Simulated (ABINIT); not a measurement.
**Quasiparticle gap of BAs (F-43m) in ABINIT**

Aim: the G0W0 gap of BAs (F-43m) on PBE, step by step.

Program: ABINIT 10.8.3. Level of theory: PBE and many-body steps on it, plane waves. Results are calculated unless marked as measured.

**What was measured.**

- Gap 4.12 eV: direct gap from square of absorption coefficient, average of two samples; spectroscopic ellipsometry; 300 K; bulk crystal (CVT-grown opaque bulk crystals) (“Optical properties of cubic boron arsenide”, 2019, arxiv:1911.04914).

- Gap 1.82 eV: indirect optical gap from absorption edge; UV-visible absorption; 300 K; bulk crystal (single crystal grown by chemical vapor transport) (“Basic Physical Properties of Cubic Boron Arsenide”, 2019, arxiv:1911.11281).

- Gap 2.02 eV: indirect gap from square root of absorption coefficient, average of three samples; transmission and reflection spectroscopy; 300 K; bulk crystal (CVT-grown platelets about 10 um thick) (“Optical properties of cubic boron arsenide”, 2019, arxiv:1911.04914).

Report form: the programs' logs are mostly left out.

### 1. The starting structure

The structure is cubic, space group F-43m (No. 216). The conventional cell has a = 4.777 Å, b = 4.777 Å, c = 4.777 Å, α = 90.00°, β = 90.00°, γ = 90.00°. Nearest to B lie 4 As at 2.07 Å. Nearest to As lie 4 B at 2.07 Å. Farther neighbours are not listed.

The cell and positions come from the Crystallography Open Database and are kept as given unless a step says otherwise.

### 2. Ground state

This step: ABINIT 10.8.3; DFT, PBE, plane waves, norm-conserving pseudopotentials.

The ground-state density comes first.

File run.abi:

```
acell 3*1.0 Angstrom
rprim 
  -0.000000000000 2.388500000000 2.388500000000
  2.388500000000 -0.000000000000 2.388500000000
  2.388500000000 2.388500000000 -0.000000000000
ntypat 2
znucl 5 33
natom 2
typat 1 2
xred 
  0.000000000000 0.000000000000 0.000000000000
  0.250000000000 0.250000000000 0.250000000000
pp_dirpath "pseudos"
pseudos "B.upf, As.upf"
ecut 44
ngkpt 8 8 8
nshiftk 1
shiftk 0 0 0
kptopt 1
chksymbreak 0
nband 18
occopt 1
tolvrs 1e-10
nstep 60
prtwf 0
optforces 0
optstress 0
indata_prefix "in"
outdata_prefix "out"
tmpdata_prefix "tmp"
```

Started as:

```sh
$ OMP_NUM_THREADS=1 mpirun -n 4 abinit run.abi > log
```

The job ended after 17 s (4 MPI ranks of Intel Xeon Platinum 8375C at 2.90GHz (Ice Lake), shared host; peak memory 0.33 GiB).

Numbers from this step:

```
total energy               : -8386.3532 eV
gap                        : 1.208 eV
k of the valence top       : 0, 0, 0
k of the conduction bottom : 0.375, 0.375, 0
least direct gap           : 3.289 eV
```

The gap is indirect, with the least direct gap 2.08 eV higher.

### 3. Bands along the symmetry lines

Levels along a band path, at the cheap level, show where the edges lie and whether the meshes to come will hold them.

File run.abi:

```
acell 3*1.0 Angstrom
rprim 
  -0.000000000000 2.388500000000 2.388500000000
  2.388500000000 -0.000000000000 2.388500000000
  2.388500000000 2.388500000000 -0.000000000000
ntypat 2
znucl 5 33
natom 2
typat 1 2
xred 
  0.000000000000 0.000000000000 0.000000000000
  0.250000000000 0.250000000000 0.250000000000
pp_dirpath "pseudos"
pseudos "B.upf, As.upf"
ecut 44
iscf -2
irdden 1
kptopt 0
nkpt 50
kpt 
  0.00000000 0.00000000 0.00000000
  -0.06250000 -0.06250000 0.00000000
  -0.12500000 -0.12500000 0.00000000
  -0.18750000 -0.18750000 0.00000000
  -0.25000000 -0.25000000 0.00000000
  -0.31250000 -0.31250000 0.00000000
  -0.37500000 -0.37500000 0.00000000
  -0.43750000 -0.43750000 0.00000000
  -0.50000000 -0.50000000 0.00000000
  -0.48437500 -0.48437500 0.03125000
  -0.46875000 -0.46875000 0.06250000
  -0.45312500 -0.45312500 0.09375000
  -0.43750000 -0.43750000 0.12500000
  -0.42187500 -0.42187500 0.15625000
  -0.40625000 -0.40625000 0.18750000
  -0.39062500 -0.39062500 0.21875000
  -0.37500000 -0.37500000 0.25000000
  -0.37500000 0.00000000 0.37500000
  -0.32812500 0.00000000 0.32812500
  -0.28125000 0.00000000 0.28125000
  -0.23437500 0.00000000 0.23437500
  -0.18750000 0.00000000 0.18750000
  -0.14062500 0.00000000 0.14062500
  -0.09375000 0.00000000 0.09375000
  -0.04687500 0.00000000 0.04687500
  0.00000000 0.00000000 0.00000000
  0.00000000 0.00000000 0.06250000
  0.00000000 0.00000000 0.12500000
  0.00000000 0.00000000 0.18750000
  0.00000000 0.00000000 0.25000000
  0.00000000 0.00000000 0.31250000
  0.00000000 0.00000000 0.37500000
  0.00000000 0.00000000 0.43750000
  -0.00000000 -0.00000000 0.50000000
  -0.06250000 -0.03125000 0.46875000
  -0.12500000 -0.06250000 0.43750000
  -0.18750000 -0.09375000 0.40625000
  -0.25000000 -0.12500000 0.37500000
  -0.31250000 -0.15625000 0.34375000
  -0.37500000 -0.18750000 0.31250000
  -0.43750000 -0.21875000 0.28125000
  -0.50000000 -0.25000000 0.25000000
  -0.50000000 -0.28125000 0.21875000
  -0.50000000 -0.31250000 0.18750000
  -0.50000000 -0.34375000 0.15625000
  -0.50000000 -0.37500000 0.12500000
  -0.50000000 -0.40625000 0.09375000
  -0.50000000 -0.43750000 0.06250000
  -0.50000000 -0.46875000 0.03125000
  -0.50000000 -0.50000000 0.00000000
istwfk *1
nband 20
nbdbuf 2
tolwfr 1e-08
nstep 40
prtwf 0
prtvol 0
indata_prefix "in"
outdata_prefix "out"
tmpdata_prefix "tmp"
```

Elapsed: 13 s, on 4 MPI ranks; peak memory 0.32 GiB.

Numbers from this step:

* gap: 1.208 eV
* k of the valence top: 0, 0, 0
* k of the conduction bottom: -0.375, -0.375, 0
* least direct gap: 3.289 eV

The gap is 1.208 eV, as in the run before at this level.

The electronic bands at the labelled points (eV, zero at the top of the highest filled band):

| point | band 10 | band 11 | band 12 | band 13 | band 14 | band 15 | band 16 | band 17 |
| --- | --- | --- | --- | --- | --- | --- | --- | --- |
| Γ | -15.40 | 0.00 | 0.00 | 0.00 | 3.29 | 3.29 | 3.29 | 4.68 |
| halfway | -14.06 | -4.10 | -2.70 | -2.70 | 1.67 | 4.55 | 7.42 | 7.42 |
| X | -11.22 | -8.51 | -4.07 | -4.07 | 1.45 | 1.46 | 11.40 | 11.40 |
| halfway | -11.19 | -8.41 | -4.90 | -3.92 | 1.61 | 2.81 | 10.72 | 10.82 |
| U | -11.27 | -8.13 | -5.94 | -3.48 | 2.06 | 5.56 | 9.24 | 9.78 |
| jump to K | -11.27 | -8.13 | -5.94 | -3.48 | 2.06 | 5.56 | 9.24 | 9.78 |
| halfway | -13.92 | -5.13 | -3.78 | -1.13 | 3.99 | 4.92 | 5.80 | 7.01 |
| Γ | -15.40 | 0.00 | 0.00 | 0.00 | 3.29 | 3.29 | 3.29 | 4.68 |
| halfway | -14.40 | -4.93 | -1.15 | -1.15 | 3.07 | 4.67 | 4.67 | 7.91 |
| L | -12.53 | -8.77 | -1.82 | -1.82 | 2.70 | 4.81 | 4.81 | 8.90 |
| halfway | -11.96 | -8.28 | -4.55 | -3.07 | 3.99 | 4.79 | 7.48 | 9.06 |
| W | -11.07 | -8.05 | -5.48 | -5.19 | 5.28 | 5.95 | 6.84 | 7.06 |
| halfway | -11.15 | -8.31 | -4.81 | -4.69 | 2.90 | 3.02 | 9.72 | 10.01 |
| X | -11.22 | -8.51 | -4.07 | -4.07 | 1.45 | 1.46 | 11.40 | 11.40 |

### 4. Empty states on the mesh, 6×6×6 mesh, 165 bands

The sums over transitions need many empty states on a uniform mesh; this step solves for them.

File run.abi:

```
acell 3*1.0 Angstrom
rprim 
  -0.000000000000 2.388500000000 2.388500000000
  2.388500000000 -0.000000000000 2.388500000000
  2.388500000000 2.388500000000 -0.000000000000
ntypat 2
znucl 5 33
natom 2
typat 1 2
xred 
  0.000000000000 0.000000000000 0.000000000000
  0.250000000000 0.250000000000 0.250000000000
pp_dirpath "pseudos"
pseudos "B.upf, As.upf"
ecut 44
ngkpt 6 6 6
nshiftk 1
shiftk 0 0 0
kptopt 1
chksymbreak 0
irdden 1
istwfk *1
nband 165
prtvol 0
optdriver 6
gwr_task "HDIAGO"
paral_kgb 0
occopt 1
indata_prefix "in"
outdata_prefix "out"
tmpdata_prefix "tmp"
```

Elapsed: 43 s, on 4 MPI ranks; peak memory 1.7 GiB; 2.9 min of CPU time.

This step gave:

| Item | Value |
| --- | --- |
| gap | 1.293 eV |
| k of the valence top | 0, 0, 0 |
| k of the conduction bottom | 0.3333, 0.3333, 0 |
| least direct gap | 3.289 eV |
| k points computed | 16 |
| lowest point of the top converged band, above the valence top | 158.6059 eV |

On this mesh the gap is 1.293 eV. The earlier step found 1.208 eV, so this mesh misses an edge.

### 5. Screening, 6×6×6 mesh, 157 bands, screening to 228.6 eV

The RPA dielectric matrix is built and inverted for each q.

This step: RPA screening on PBE, plane waves, norm-conserving pseudopotentials.

Edit run.abi of step 4 so:

```diff
@@ -20,10 +20,11 @@
 chksymbreak 0
-irdden 1
 istwfk *1
-nband 165
-prtvol 0
-optdriver 6
-gwr_task "HDIAGO"
-paral_kgb 0
 occopt 1
+irdwfk 1
+optdriver 3
+nband 157
+ecuteps 8.4
+inclvkb 2
+awtr 1
+symchi 1
 indata_prefix "in"
```

It took 3.7 min on 4 MPI ranks; peak memory 1.5 GiB.

This step gave:

* ε∞ with local fields, on this mesh, along the program's q direction: 10.51
* the same without local fields: 11.51
* plasma frequency: 36.27 eV
* plane waves in the screening matrix: 181

Local fields lower ε∞ by 9 %.

### 6. Self-energy, 6×6×6 mesh, 157 bands, screening to 228.6 eV

The self-energy is evaluated for the states that the input lists, and the levels follow from it, in one-shot runs by the linearised quasiparticle equation.

This step: G0W0 on PBE, plane waves, norm-conserving pseudopotentials.

Edit run.abi of step 5 so:

```diff
@@ -23,8 +23,17 @@
 irdwfk 1
-optdriver 3
+optdriver 4
 nband 157
+gwcalctyp 0
+ecutsigx 44
+symsigma 1
+nkptgw 2
+kptgw 
+  0.0000000000 0.0000000000 0.0000000000
+  0.3333333333 0.3333333333 0.0000000000
+bdgw 
+  11 16
+  12 15
 ecuteps 8.4
-inclvkb 2
-awtr 1
-symchi 1
+irdscr 1
+ppmodel 1
 indata_prefix "in"
```

It took 22 s on 4 MPI ranks; peak memory 1.4 GiB; 85 s of CPU time.

This step gave:

```
G0W0 gap on the points computed              : 1.909 eV
starting gap on the mesh                     : 1.293 eV
k of the valence top                         : 0, 0, 0
k of the conduction bottom                   : 0.3333, 0.3333, 0
Z at the valence top                         : 0.807
Z at the conduction bottom                   : 0.817
least direct G0W0 gap on the computed points : 4.145 eV
```

The gap on the mesh goes from 1.29 eV to 1.91 eV, a correction of +0.62 eV. The start differs from the 1.21 eV found before because the two sample other k points.

Limits: finite bands, cutoff and mesh; no spin-orbit coupling. v1 is the top filled band, c1 the lowest empty one. Levels before and after the correction, in eV, zero at the valence-band top of each column:

|  | conduction bottom | valence top |
| --- | --- | --- |
| Kohn-Sham | 1.29 | 0.00 |
| G0W0 | 1.91 | 0.00 |

|  | level | energy (eV) |
| --- | --- | --- |
| Kohn-Sham | Γ v3-v1 | 0.000 |
| Kohn-Sham | Γ c1-c3 | 3.289 |
| Kohn-Sham | (0.333 0.333 0) v2-v1 | -3.452 |
| Kohn-Sham | (0.333 0.333 0) c1 | 1.293 |
| Kohn-Sham | (0.333 0.333 0) c2 | 3.155 |
| G0W0 | Γ v3-v1 | 0.000 |
| G0W0 | Γ c1-c3 | 4.145 |
| G0W0 | (0.333 0.333 0) v2-v1 | -3.650 |
| G0W0 | (0.333 0.333 0) c1 | 1.909 |
| G0W0 | (0.333 0.333 0) c2 | 3.801 |

### 7. Where the time went

Times are wall times on 4 MPI ranks of Intel Xeon Platinum 8375C at 2.90GHz (Ice Lake), shared host, good to a factor of about two.

| step | time | share | memory (GiB) |
| --- | --- | --- | --- |
| ground state | 17 s | 5 % | 0.33 |
| bands along the symmetry lines | 13 s | 4 % | 0.32 |
| empty states on the mesh | 43 s | 14 % | 1.7 |
| screening | 3.7 min | 70 % | 1.5 |
| self-energy | 22 s | 7 % | 1.4 |

### 8. Outcome

```json
{
 "PBE gap": "1.21 eV, indirect",
 "G0W0 gap on the mesh": "1.91 eV",
 "G0W0 gap over the zone (rigid shift)": "1.82 eV",
 "GW settings": "6×6×6 mesh, 157 bands, screening to 228.6 eV, Godby-Needs plasmon pole",
 "known limits": "not at the basis limit; no spin-orbit coupling"
}
```

What this shows: G0W0 moves the gap on the mesh from 1.29 eV to 1.91 eV (+0.62 eV), with Z of 0.81 and 0.82 at the edges. The mesh misses the band edges by 0.08 eV in all; a rigid shift gives 1.82 eV for the zone. Local fields lower the RPA ε∞ on this mesh from 11.51 to 10.51. Only 2 of the mesh's irreducible points were corrected, so a valley elsewhere could overtake. The dearest step here is «screening». Against experiment, by G0W0@PBE: the direct gap of 4.15 eV lies +0.03 eV from the measured 4.12 eV (direct, 300 K, 2019); the gap of 1.82 eV lies +0.004 eV from the measured 1.82 eV (indirect, 300 K, 2019); the gap of 1.82 eV lies −0.20 eV from the measured 2.02 eV (indirect, 300 K, 2019). An exciton line or allowed optical edge lies below the quasiparticle gap by the binding energy; a forbidden edge can push the onset above it. The calculation has static nuclei and no excitons; a measured gap holds zero-point and thermal motion, which mostly lowers it. Bands and cutoff are finite, so the gap is not at the basis limit. The miss can reach some tenths of an eV and take either sign; the mesh is an error of its own. In the G0W0 run levels were corrected at 2 k points alone, so a gap called «on the mesh» is the least over those, and an edge elsewhere would be missed. A denser mesh or path gives a starting gap of 1.21 eV: the GW mesh misses a band edge, so its gaps are not the fundamental one. The many-body steps are scalar-relativistic: spin-orbit coupling is not in them.

[Paths, hosts, dates, memory and timing lines, banners, echoed tables and standing remarks are left out of the program output.]

[Logs are printed without paths, hosts, clocks, repeated set-up lines and the standing remarks that a program may print on its own settings, such as how far it seeks lower states.]

[Runs of the session that timed out or met a known fault of the program may be left out.]

[Hosts, paths, dates, database ids (printed as entryN), source tags and the programs' standing remarks are cut or masked in the printed files.]

[G0W0 gaps are taken among the corrected bands and points alone; a level outside them can change the order at an edge.]

[Where Ansatz stands beside ABINIT at settings called matched, ABINIT's density can come from a denser mesh and the files from another edition; pairs whose starting gaps differed by over 0.03 eV were left out, so agreement reads better than it is.]
